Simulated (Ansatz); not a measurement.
# TiC: a relaxation

This session takes TiC and sets out to relax the bulk.

Computed with Ansatz 0.2.0 (DFT PBE, scalar-relativistic, plane waves, PAW, unless a step's input says otherwise).

1 further run of the same task is left out (set aside as unsound or not needed).

It takes space group Fm-3m (No. 225, cubic). Conventional cell: a = 4.328 Å, b = 4.328 Å, c = 4.328 Å, α = 90.00°, β = 90.00°, γ = 90.00°. Ti (site symmetry m-3m) is surrounded by 6 C at 2.16 Å. C (site symmetry m-3m) is surrounded by 6 Ti at 2.16 Å.

As a file:

```cif
data_structure
_symmetry_space_group_name_H-M 'Fm-3m'
_symmetry_Int_Tables_number 225
_cell_length_a 4.3280
_cell_length_b 4.3280
_cell_length_c 4.3280
_cell_angle_alpha 90.000
_cell_angle_beta 90.000
_cell_angle_gamma 90.000
_cell_volume 81.07
loop_
_atom_site_label
_atom_site_type_symbol
_atom_site_symmetry_multiplicity
_atom_site_Wyckoff_symbol
_atom_site_fract_x
_atom_site_fract_y
_atom_site_fract_z
_atom_site_occupancy
Ti1 Ti 4 a 0.00000 0.00000 0.00000 1
C1 C 4 b 0.50000 0.00000 0.00000 1
```

Source of the structure: the Crystallography Open Database.

The structure above is the start of the run; the results belong to its end.

| quantity | value |
| --- | --- |
| bulk: relaxed cell (conventional) | a = 4.333 Å, b = 4.333 Å, c = 4.333 Å, α = 90.00°, β = 90.00°, γ = 90.00° |
| bulk: space group (0.01 Å) | Fm-3m (No. 225) |
| bulk: volume | 10.17 Å³/atom |
| bulk: formation energy (elements from runs with the same settings, not shown) | -0.83 eV/atom |

Relaxation left the bulk's volume within 0.5 % of the start. Against the measured lattice constant a of TiC, 4.325 Å (ceramic; “Reflectance spectral studies of spark plasma sintered tungsten carbide pellet”, 2024, arxiv:2411.15754), the calculated 4.333 Å is off by +0.2 %. That is the cell relaxed with PBE, without thermal expansion or zero-point motion.

**Question.** Which input and command would start the relaxation behind these results?

The input that was run (others would do too):

input.yaml

```yaml
crystal:
  lattice:
    - [0.0, 2.164, 2.164]
    - [2.164, 0.0, 2.164]
    - [2.164, 2.164, 0.0]
  atoms:
    - { symbol: Ti, position: [0.0, 0.0, 0.0] }
    - { symbol: C, position: [0.5, 0.5, 0.5] }
basis:
  ecutwfc: 420
kpoints:
  mp_grid: { grid: [16, 16, 16] }
hamiltonian:
  xc: pbe
scf:
  occupations: { method: gaussian, width: 0.1 }
output:
  forces: true
  stress: true
  eigenvalues: true
relax:
  adjacent_minimum: "off"
  f_tol: 0.005
  max_steps: 80
  cell: { stress_tol: 0.05 }
```

Started as:

```sh
$ ansatz run input.yaml --threads 4 --pin off --max-ram 10240MiB --backend cpu --events-out ev --progress --plain --runs-dir out
```
